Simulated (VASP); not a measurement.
# Cu3Au (Auricupride) (Pm-3m) in VASP: notebook

One crystal, Cu3Au (Auricupride), is run at these levels: BLYP+D3(BJ), BLYP+D4, PBE; tasks: relaxation of cell and atoms, single point.

Program: VASP 6.6.1. These are calculated values, not measurements. Logs are shortened: lines on timing, memory, paths and dates and some standing lists are left out, and cuts for length are marked.

## 1. The crystal as given

The structure is cubic, space group Pm-3m (No. 221). The conventional cell has a = 3.740 Å, b = 3.740 Å, c = 3.740 Å, α = 90.00°, β = 90.00°, γ = 90.00°. Au (site symmetry m-3m) has 12 Cu at 2.64 Å as nearest neighbours. Cu (site symmetry 4/mmm) has 4 Au at 2.64 Å and 8 Cu at 2.64 Å as nearest neighbours.

## 2. Relaxation of cell and atoms, BLYP+D3(BJ)

Input file INCAR:

```
PREC     = Accurate       # precision mode
ENCUT    = 600            # plane-wave cutoff, eV
EDIFF    = 1E-6           # SCF threshold, eV
ISMEAR   = -1             # smearing method
SIGMA    = 0.05           # smearing width, eV
LREAL    = False          # projectors in reciprocal space
LASPH    = True           # aspherical terms in the spheres
NELM     = 60             # most SCF steps
ALGO     = Normal         # electronic algorithm
ISIF     = 3              # what is computed and relaxed
LWAVE    = False          # write WAVECAR
LCHARG   = False          # write CHGCAR
GGA      = B5             # functional
ALDAX    = 1.0          
AGGAX    = 1.0          
AGGAC    = 1.0          
ALDAC    = 0.0          
IVDW     = 12             # dispersion correction
VDW_S6   = 1.0          
VDW_S8   = 2.6996       
VDW_A1   = 0.4298       
VDW_A2   = 4.2359       
IBRION   = 2              # ionic algorithm
NSW      = 40             # ionic steps
EDIFFG   = -0.005         # ionic threshold
```

Input file KPOINTS:

```
regular mesh
0
Gamma
  7 7 7
```

Input file POSCAR:

```
Cu3Au
1.0
    3.7400000000      0.0000000000      0.0000000000
    0.0000000000      3.7400000000      0.0000000000
    0.0000000000      0.0000000000      3.7400000000
Au Cu
1 3
Direct
    0.0000000000      0.0000000000      0.0000000000
    0.5000000000      0.5000000000      0.0000000000
    0.5000000000      0.0000000000      0.5000000000
    0.0000000000      0.5000000000      0.5000000000
```

Potentials or basis: VASP PAW PBE potentials, release 64 (Au, Cu).

The run is started by

```bash
$ cat potpaw_PBE.64/Au/POTCAR potpaw_PBE.64/Cu/POTCAR > POTCAR
$ mpirun -np 1 vasp_std > vasp.out
```

OUTCAR:

```text
PREC = Accurate
   ENCUT = 600
   EDIFF = 1E-6
   ISMEAR = -1
   LREAL = False
   LASPH = True
   NELM = 60
   ISIF = 3
   GGA = B5
   IVDW = 12
   IBRION = 2
   NSW = 40
   EDIFFG = -0.005
 IVDW          = 12

 ion  position               nearest neighbor table
   1  0.000  0.000  0.000-   2 2.64   3 2.64   4 2.64   3 2.64   4 2.64   2 2.64   4 2.64   4 2.64
                             2 2.64   3 2.64   3 2.64   2 2.64
   2  0.500  0.500  0.000-   1 2.64   3 2.64   4 2.64   3 2.64   4 2.64   1 2.64   3 2.64   3 2.64
                             1 2.64   4 2.64   4 2.64   1 2.64
   3  0.500  0.000  0.500-   1 2.64   2 2.64   4 2.64   1 2.64   2 2.64   2 2.64   4 2.64   2 2.64
                             1 2.64   4 2.64   1 2.64   4 2.64
   4  0.000  0.500  0.500-   1 2.64   2 2.64   3 2.64   1 2.64   2 2.64   1 2.64   3 2.64   1 2.64
                             2 2.64   3 2.64   2 2.64   3 2.64

  LATTYP: Found a simple cubic cell.
 ALAT       =     3.7400000000

  Lattice vectors:

 A1 = (   3.7400000000,   0.0000000000,   0.0000000000)
 A2 = (   0.0000000000,   3.7400000000,   0.0000000000)
 A3 = (   0.0000000000,   0.0000000000,   3.7400000000)

Analysis of symmetry for initial positions (statically):
=====================================================================
 Subroutine PRICEL returns:
 Original cell was already a primitive cell.

 Routine SETGRP: Setting up the symmetry group for a
 simple cubic supercell.

 Subroutine GETGRP returns: Found 48 space group operations
 (whereof 48 operations were pure point group operations)
 out of a pool of 48 trial point group operations.

The static configuration has the point symmetry O_h .

Analysis of symmetry for dynamics (positions and initial velocities):
=====================================================================
 Subroutine PRICEL returns:
 Original cell was already a primitive cell.

 Routine SETGRP: Setting up the symmetry group for a
 simple cubic supercell.

 Subroutine GETGRP returns: Found 48 space group operations
 (whereof 48 operations were pure point group operations)
 out of a pool of 48 trial point group operations.

The dynamic configuration has the point symmetry O_h .

 Subroutine INISYM returns: Found 48 space group operations
 (whereof 48 operations are pure point group operations),
 and found     1 'primitive' translations

----------------------------------------------------------------------------------------

                                     Primitive cell

  volume of cell :      52.3136

  direct lattice vectors                    reciprocal lattice vectors
     3.740000000  0.000000000  0.000000000     0.267379679  0.000000000  0.000000000
     0.000000000  3.740000000  0.000000000     0.000000000  0.267379679  0.000000000
     0.000000000  0.000000000  3.740000000     0.000000000  0.000000000  0.267379679

  length of vectors
     3.740000000  3.740000000  3.740000000     0.267379679  0.267379679  0.267379679

  position of ions in fractional coordinates (direct lattice)
     0.000000000  0.000000000  0.000000000
     0.500000000  0.500000000  0.000000000
     0.500000000  0.000000000  0.500000000
     0.000000000  0.500000000  0.500000000

  ion indices of the primitive-cell ions
   primitive index   ion index
                 1           1
                 2           2
                 3           3
                 4           4

----------------------------------------------------------------------------------------

 KPOINTS: regular mesh

Automatic generation of k-mesh.
 Grid dimensions read from file:
 generate k-points for:    7    7    7

 Generating k-lattice:

  Cartesian coordinates                     Fractional coordinates (reciprocal lattice)
     0.038197097  0.000000000  0.000000000     0.142857143  0.000000000  0.000000000
     0.000000000  0.038197097  0.000000000     0.000000000  0.142857143  0.000000000
     0.000000000  0.000000000  0.038197097     0.000000000  0.000000000  0.142857143

  Length of vectors
     0.038197097  0.038197097  0.038197097

  Shift w.r.t. Gamma in fractional coordinates (k-lattice)
     0.000000000  0.000000000  0.000000000

 Subroutine IBZKPT returns following result:
 ===========================================

 Found     20 irreducible k-points:

 Following reciprocal coordinates:
            Coordinates               Weight
  0.000000  0.000000  0.000000      1.000000
  0.142857  0.000000  0.000000      6.000000
  0.285714  0.000000  0.000000      6.000000
  0.428571  0.000000  0.000000      6.000000
  0.142857  0.142857  0.000000     12.000000
  0.285714  0.142857  0.000000     24.000000
[... 12 lines left out ...]
  0.428571  0.428571  0.285714     24.000000
  0.428571  0.428571  0.428571      8.000000
   k-points           NKPTS =     20   k-points in BZ     NKDIM =     20   number of bands    NBANDS=     26
   number of dos      NEDOS =    301   number of ions     NIONS =      4
   total plane-waves  NPLWV =  27000
   dimension x,y,z NGX =    30 NGY =   30 NGZ =   30
   dimension x,y,z NGXF=    60 NGYF=   60 NGZF=   60
   ions per type =               1   3
   NGX,Y,Z   is equivalent  to a cutoff of  13.34, 13.34, 13.34 a.u.
   NGXF,Y,Z  is equivalent  to a cutoff of  26.67, 26.67, 26.67 a.u.
 SYSTEM =  unknown system
   PREC   = accura    normal or accurate (medium, high low for compatibility)
   ISTART =      0    job   : 0-new  1-cont  2-samecut
   ICHARG =      2    charge: 1-file 2-atom 10-const
   ISPIN  =      1    spin polarized calculation?
   LNONCOLLINEAR =      F non collinear calculations
   LSORBIT =      F    spin-orbit coupling
   LASPH  =      T    aspherical Exc in radial PAW
   ENCUT  =  600.0 eV  44.10 Ry    6.64 a.u.   7.47  7.47  7.47*2*pi/ulx,y,z
   NELM   =     60;   NELMIN=  2; NELMDL= -5     # of ELM steps
   EDIFF  = 0.1E-05   stopping-criterion for ELM
   LREAL  =      F    real-space projection
   EDIFFG = -.5E-02   stopping-criterion for IOM
   NSW    =     40    number of steps for IOM
   IBRION =      2    ionic relax: 0-MD 1-quasi-New 2-CG
   NFREE  =      1    steps in history (QN), initial steepest desc. (CG)
   ISIF   =      3    stress and relaxation
   ISYM   =      2    0-nonsym 1-usesym 2-fastsym
   POTIM  = 0.5000    time-step for ionic-motion
   TEBEG  =    0.0;   TEEND  =   0.0 temperature during run
   PSTRESS=    0.0 pullay stress
   NELECT =      44.0000    total number of electrons
   NUPDOWN=      -1.0000    fix difference up-down
   EMIN   =  10.00;   EMAX   =-10.00  energy-range for DOS
   EFERMI =   0.00;   METHOD = LEGACY
   ISMEAR =    -1;   SIGMA  =   0.05  broadening in eV -4-tet -1-fermi 0-gaus
   EFERMI_NEDOS =   21; number of points for ismear=-14 and -15
   IALGO  =     38    algorithm
   IMIX   =      4    mixing-type and parameters
     AMIX     =   0.40;   BMIX     =  1.00
     AMIX_MAG =   1.60;   BMIX_MAG =  1.00
  volume/ion in A,a.u.               =      13.08        88.26
  Fermi-wavevector in a.u.,A,eV,Ry     =   1.545328  2.920247 32.491255  2.388040
  Thomas-Fermi vector in A             =   2.650723
   LORBIT       =      0    0 simple, 1 ext, 2 COOP (PROOUT), +10 PAW based schemes
   GGA     = B5    functional components
   LHFCALC =     F    Hartree Fock is set to
   AEXX    =    0.0000 exact exchange contribution
   IVDW    =    12    specifies the selected vdW correction
   LEPSILON=     F    determine dielectric tensor
   LRPA    =     F    only Hartree local field effects (RPA)
 conjugate gradient relaxation of ions
 non-spin polarized calculation
  energy-cutoff  :      600.00
  volume of cell :       52.31
 maximum number of plane-waves:      1767
 NGX is ok and might be reduce to    30
   NGX = 15   NGY = 15   NGZ = 15

--------------------------------------- Ionic step        1  -------------------------------------------

 number of electron      44.0000069 magnetization

 Free energy of the ion-electron system (eV)
  ---------------------------------------------------
  ext. energy  EPLUGINS =         0.00000000
  ---------------------------------------------------
  free energy    TOTEN  =       -11.31825616 eV

  energy without entropy =      -11.30591660  energy(sigma->0) =      -11.31208638

------------------------ aborting loop because EDIFF is reached ----------------------------------------

 Edisp (eV)   -5.46961

 E8    (eV) :    -4.0149

  FORCE on cell =-STRESS in cart. coord.  units (eV):
  Direction    XX          YY          ZZ          XY          YZ          ZX
  --------------------------------------------------------------------------------------
  -------------------------------------------------------------------------------------
  Total      -0.86238    -0.86238    -0.86238     0.00000     0.00000     0.00000
  in kB     -26.41150   -26.41150   -26.41150     0.00000     0.00000     0.00000
  external pressure =      -26.41 kB  Pullay stress =        0.00 kB
[... 65 lines left out ...]
  energy  without entropy=      -16.7772655520  energy(sigma->0) =      -16.78351660

--------------------------------------- Ionic step        3  -------------------------------------------

 number of electron      44.0000066 magnetization

 Free energy of the ion-electron system (eV)
  ---------------------------------------------------
  ext. energy  EPLUGINS =         0.00000000
  ---------------------------------------------------
  free energy    TOTEN  =       -11.22700014 eV

  energy without entropy =      -11.21460339  energy(sigma->0) =      -11.22080176

 E-fermi :   9.0745     XC(G=0): -12.2367

 val. band max:        9.0445916436   @ k =   0.2857   0.2857   0.0000
 cond. band min:       9.1983558968   @ k =   0.1429   0.0000   0.0000
 fundamental gap:      0.1537642533
 Fermi energy:         9.0745259706

 k-point     1 :       0.0000    0.0000    0.0000
  band No.  band energies     occupation
      1      -0.6282      2.00000
      2       2.5472      2.00000
      3       2.5472      2.00000
      4       3.3572      2.00000
      5       3.3572      2.00000
      6       3.3572      2.00000
[... 604 lines left out ...]
  FREE ENERGIE OF THE ION-ELECTRON SYSTEM (eV)
  ---------------------------------------------------
  free  energy   TOTEN  =       -16.7953220007 eV

  energy  without entropy=      -16.7829252530  energy(sigma->0) =      -16.78912363

 reached required accuracy - stopping structural energy minimisation
```

Wall time 69 s (1 thread of Intel Xeon 6975P-C (Granite Rapids), shared host); peak memory 0.19 GiB.

Results:

* Free energy: -16.7953 eV
* Relaxed volume: 12.86 Å³/atom
* Relaxed cell: a = 3.719 Å, b = 3.719 Å, c = 3.719 Å, α = 90.00°, β = 90.00°, γ = 90.00°
* Space group after relaxing (to 0.05 Å): Pm-3m (No. 221)
* Energy gained by relaxing: 1.9 meV/atom
* Ionic steps: 3
* Pressure after relaxing: 0.0 GPa
* Band gap on the k mesh: none (metal or under the smearing width)
* Dispersion energy per atom: -1.392 eV

The path:
```tsv
step	energy change (eV)	largest force (eV/Å)	pressure (GPa)	volume (Å³)
1	0.0000	0.0000	-2.64	52.31
2	-0.0019	0.0000	2.48	50.70
3	-0.0075	0.0000	-0.02	51.43
```

Final structure:
```yaml
crystal:
  lattice:
    - [3.71886, 0.00000, 0.00000]
    - [0.00000, 3.71886, 0.00000]
    - [0.00000, 0.00000, 3.71886]
  atoms:
    - { symbol: Au, position: [0.00000, 0.00000, 0.00000] }
    - { symbol: Cu, position: [0.50000, 0.50000, 0.00000] }
    - { symbol: Cu, position: [0.50000, 0.00000, 0.50000] }
    - { symbol: Cu, position: [0.00000, 0.50000, 0.50000] }
```

Caveat: the PAW data sets were made with another functional, which shifts forces and pressure a little; pairwise dispersion overbinds metals, which lowers pressure and volume.

## 3. Relaxation of cell and atoms, BLYP+D4

Input file INCAR:

```
SYSTEM = Cu3Au
AGGAC = 1.0 ; AGGAX = 1.0
ALDAC = 0.0 ; ALDAX = 1.0
ALGO = Normal ; EDIFF = 1E-6
EDIFFG = -0.02 ; ENCUT = 600
GGA = B5 ; IBRION = 2
ISIF = 3 ; ISMEAR = -1
IVDW = 13 ; LASPH = .True.
LCHARG = .False. ; LREAL = .False.
LWAVE = .False. ; NELM = 80
NSW = 60 ; PREC = Accurate
SIGMA = 0.05 ; VDW_A1 = 0.44488865
VDW_A2 = 4.0933009 ; VDW_S6 = 1.0
VDW_S8 = 2.34076671
```

Input file KPOINTS:

```
k-points
0
Gamma
  7 7 7
  0 0 0
```

POSCAR is that of step 2.

Potentials or basis: VASP PAW PBE potentials, release 64 (Au, Cu).

The run is started by

```bash
$ cat potpaw_PBE.64/Au/POTCAR potpaw_PBE.64/Cu/POTCAR > POTCAR
$ mpirun -np 1 vasp_std > vasp.out
```

Wall time 75 s (1 thread of Intel Xeon 6975P-C (Granite Rapids), shared host); peak memory 0.19 GiB.

Results (log left out):

```
Free energy                            : -15.7864 eV
Relaxed volume                         : 13.24 Å³/atom
Relaxed cell                           : a = 3.755 Å, b = 3.755 Å, c = 3.755 Å, α = 90.00°, β = 90.00°, γ = 90.00°
Space group after relaxing (to 0.05 Å) : Pm-3m (No. 221)
Energy gained by relaxing              : 0.9 meV/atom
Ionic steps                            : 3
Pressure after relaxing                : 0.0 GPa
Band gap on the k mesh                 : none (metal or under the smearing width)
Dispersion energy per atom             : -1.103 eV
```

The path:
```tsv
step	energy change (eV)	largest force (eV/Å)	pressure (GPa)	volume (Å³)
1	0.0000	0.0000	1.90	52.31
2	-0.0011	0.0000	-1.51	53.50
3	-0.0037	0.0000	0.01	52.95
```

Final structure:
```
CELL_PARAMETERS angstrom
3.75516 0.00000 0.00000
0.00000 3.75516 0.00000
0.00000 0.00000 3.75516
ATOMIC_POSITIONS crystal
Au 0.00000 0.00000 0.00000
Cu 0.50000 0.50000 0.00000
Cu 0.50000 0.00000 0.50000
Cu 0.00000 0.50000 0.50000
```

Levels at points of the mesh, in eV from the Fermi level:
```
           k point  band 18  band 19  band 20  band 21  band 22  band 23  band 24  band 25  band 26
(0.00, 0.00, 0.00)    -1.56    -1.40    -1.40    -1.40     1.46     1.46     1.46     6.04     7.51
```

Caveat: the PAW data sets were made with another functional, which shifts forces and pressure a little; pairwise dispersion overbinds metals, which lowers pressure and volume.

## 4. Single point, PBE

Input file INCAR:

```
SYSTEM = Cu3Au
PREC     = Accurate       ! precision mode
ENCUT    = 520            ! plane-wave cutoff, eV
EDIFF    = 1E-7           ! SCF threshold, eV
ISMEAR   = 0              ! smearing method
SIGMA    = 0.027000000000000003 ! smearing width, eV
LREAL    = .FALSE.        ! projectors in reciprocal space
LASPH    = .TRUE.         ! aspherical terms in the spheres
NELM     = 80             ! most SCF steps
ALGO     = Fast           ! electronic algorithm
ISIF     = 2              ! what is computed and relaxed
LWAVE    = .FALSE.        ! write WAVECAR
LCHARG   = .FALSE.        ! write CHGCAR
GGA      = PE             ! functional
NBANDS   = 30             ! bands
```

Input file KPOINTS:

```
Automatic mesh
0
G
  7 7 7
  0 0 0
```

POSCAR is that of step 3.

The run is started by

```bash
$ cat potpaw_PBE.64/Au/POTCAR potpaw_PBE.64/Cu/POTCAR > POTCAR
$ mpirun -np 1 vasp_std > vasp.out
```

It took 34 s on 1 thread of AMD EPYC 9R45 (Zen 5), shared host; peak memory 0.14 GiB.

It converged, with:

```yaml
Free_energy: -14.5546 eV
Pressure: 5.2 GPa
Band_gap_on_the_k_mesh: none (metal or under the smearing width)
```

Levels at points of the mesh, in eV from the Fermi level:
```csv
k point,band 20,band 21,band 22,band 23,band 24,band 25
"(0.00, 0.00, 0.00)",-1.30,-1.30,1.35,1.35,1.35,6.11
```

Spin-orbit coupling is left out, which matters for the levels of Au.

(Part 1 of 2 ends here.)
